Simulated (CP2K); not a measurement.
Crystal: Hf.

```
Hf
1.0
     3.07822    0.00000    0.00000
     1.47149    2.68087    0.00000
     1.96961    1.15184    2.62247
Hf
1
Direct
  0.00000 0.00000 0.00000
```

This isn't the form of Hf at room conditions, which is hcp.

Base run:

```yaml
Program: CP2K 2026.2
Functional: PBEsol
Potentials_or_basis: POTENTIAL_UZH Hf GTH-PBE-q12; TZVP-MOLOPT-PBE-GTH basis
Density_cutoff: 9184 eV
k_mesh: 11 × 11 × 10
Occupations: fermi-dirac, width 0.05 eV
Spin: no spin polarisation
```

Its results: band gap on the k mesh none (metal or under the smearing width); pressure 0.2 GPa.

Task: The run is repeated on the same cell with these changes: functional from PBEsol to rev-vdW-DF2. What comes out?

Result: Band gap on the k mesh none (metal or under the smearing width); pressure 2.1 GPa.

Caveats: the potentials were made for another functional, which shifts forces and pressure; the basis of atomic orbitals isn't converged, which shifts pressures, moduli and gaps; spin-orbit coupling is left out, which moves the levels of the heavy elements (some runs).
